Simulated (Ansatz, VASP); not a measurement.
## Fe: VASP beside Ansatz

INCAR

```
SYSTEM = Fe
ALGO = Normal ; EDIFF = 1E-7
EDIFFG = -0.01 ; ENCUT = 600
GGA = RP ; IBRION = 2
ISIF = 3 ; ISMEAR = -1
LASPH = .TRUE. ; LCHARG = .FALSE.
LREAL = .FALSE. ; LWAVE = .FALSE.
NELM = 60 ; NSW = 80
PREC = Accurate ; SIGMA = 0.1
```

File KPOINTS:

```
k-points
0
G
  15 15 15
  0 0 0
```

The input POSCAR:

```
Fe
1.0
    0.0000000000      1.8057818448      1.8057818448
    1.8057818448      0.0000000000      1.8057818448
    1.8057818448      1.8057818448      0.0000000000
Fe
1
Direct
    0.0000000000      0.0000000000      0.0000000000
```

Input for Ansatz:

```yaml
crystal:
  lattice:
    - [0.0, 1.8057818448, 1.8057818448]
    - [1.8057818448, 0.0, 1.8057818448]
    - [1.8057818448, 1.8057818448, 0.0]
  atoms:
    - { symbol: Fe, position: [0.0, 0.0, 0.0] }
hamiltonian:
  xc: rpbe
  pseudopotentials:
    kind: paw
    azcp:
      Fe: "pseudopotentials/Fe.paw.azcp"
basis:
  ecutwfc: 420
  fft_grid_basis: typed
kpoints:
  mp_grid: { grid: [15, 15, 15], shift: [0, 0, 0] }
magnetization:
  spin_polarized: false
scf:
  occupations: { method: fermi_dirac, width: 0.1 }
relax:
  max_steps: 60
  f_tol: 0.01
  cell: {}
```

The cell was built by a generator and needn't be a form met in nature.

Alike in both runs: task relaxation of cell and atoms; functional RPBE; k mesh 15 × 15 × 15; occupations fermi-dirac, width 0.1 eV; no spin polarisation.

```csv
,VASP,Ansatz
version,VASP 6.6.1,Ansatz 0.2.0
potentials or method,"VASP PAW PBE potentials, release 64 (Fe)","plane waves (420 eV) with PAW, scalar-relativistic"
plane-wave cutoff (eV),600,420
valence electrons in the cell,8,16
```

Ansatz gave:

```
relaxed volume (Å³/atom)                                     : 10.50
relaxed cell length with the largest relative difference (Å) : 2.458
energy change over the relaxation (meV/atom)                 : -103
```

Task: Estimate VASP's values.

Result: Relaxed volume (Å³/atom): 10.47; relaxed cell length with the largest relative difference (Å): 2.456; energy change over the relaxation (meV/atom): -106.

The two sets of potentials don't hold the same shells in valence.

Caveats: the PAW data sets were made with another functional, which shifts forces and pressure a little (VASP); the run has no spin polarisation, though such a crystal can be magnetic. Spin polarisation is off, so any magnetic state and its effect on volume and gap are missing.
